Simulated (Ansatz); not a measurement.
**ZnS: strain energy, fitted**

ZnS, F-43m, a = 5.442 Å. The compound has several low-lying forms, and this is one of them. Ansatz: PBE, PAW, 420 eV, Γ-centred 8×8×6 mesh on 4 atoms, Gaussian smearing 0.02 eV; no spin polarisation. Series: biaxial strain in the a-b plane, c and atoms relaxed; x is the strain in per cent. The axes a, b, c are those of the computed cell (3.848, 3.848, 5.442 Å), along [1 1 0], [-1 1 0], [0 0 1] of the cell named above. y is the free energy over the unstrained cell, V0 = 20.149 Å³/atom.

```
x (%) y (meV/atom)
 -3.0             ?
 -2.0          4.76
 -1.0          1.20
  0.0          0.00
  1.0          1.04
  2.0          4.16
  3.0          9.26
```

Fit y = c2 x² + c3 x³ to the other rows, turn c2 into a modulus, and predict the missing energy.

Least squares on the rows shown. y = 1.123 x² − 0.03232 x³. In eV per unit strain² c2 is 11.23; M is the biaxial modulus (E = M V0 ε²): 11.23 × 160.2 / (20.149) = 89 GPa. At x = -3.0 the fit asked for gives 10.98 meV/atom. The run gave 10.83 meV/atom, so the fit is 0.15 meV/atom too high, 1.4 % of the span of the series, against an rms of 0.05 meV/atom on the fitted rows. The row lies outside the fitted range. With a term in x⁴ added, a fit to the same known rows predicts 11.29 meV/atom, further off still.